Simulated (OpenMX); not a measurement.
The system is Pt.

```
Pt
1.0
     0.00000    1.96090    1.96090
     1.96090    0.00000    1.96090
     1.96090    1.96090    0.00000
Pt
1
Direct
  0.00000 0.00000 0.00000
```

Base run:

| Quantity | Value |
| --- | --- |
| Program | OpenMX 3.8.5 |
| Functional | PBE |
| Potentials or basis | OpenMX 2013 PBE set, Pt7.0-s3p2d2f1, grid cutoff 400 Ry |
| k mesh | 13 × 13 × 13 |
| Occupations | fermi-dirac, width 0.05 eV |
| Spin | no spin polarisation |

Its results: pressure 12.8 GPa.

After a change of settings the same cell gave: pressure 18.3 GPa. Which change was it?
A. functional from PBE to LDA; potentials or basis from OpenMX 2013 PBE set, Pt7.0-s3p2d2f1, grid cutoff 400 Ry to OpenMX 2013 LDA set, Pt7.0-s3p2d2f1, grid cutoff 400 Ry
B. potentials or basis from OpenMX 2013 PBE set, Pt7.0-s3p2d2f1, grid cutoff 400 Ry to OpenMX 2013 PBE set, Pt7.0-s3p2d2, grid cutoff 400 Ry
C. k mesh from 13 × 13 × 13 to 9 × 9 × 9

B.

Caveats: the basis of atomic orbitals isn't converged, which shifts pressures, moduli and gaps; so large a pressure means that the cell lies far from this level's equilibrium, or that cutoff or potentials fall short (some runs).
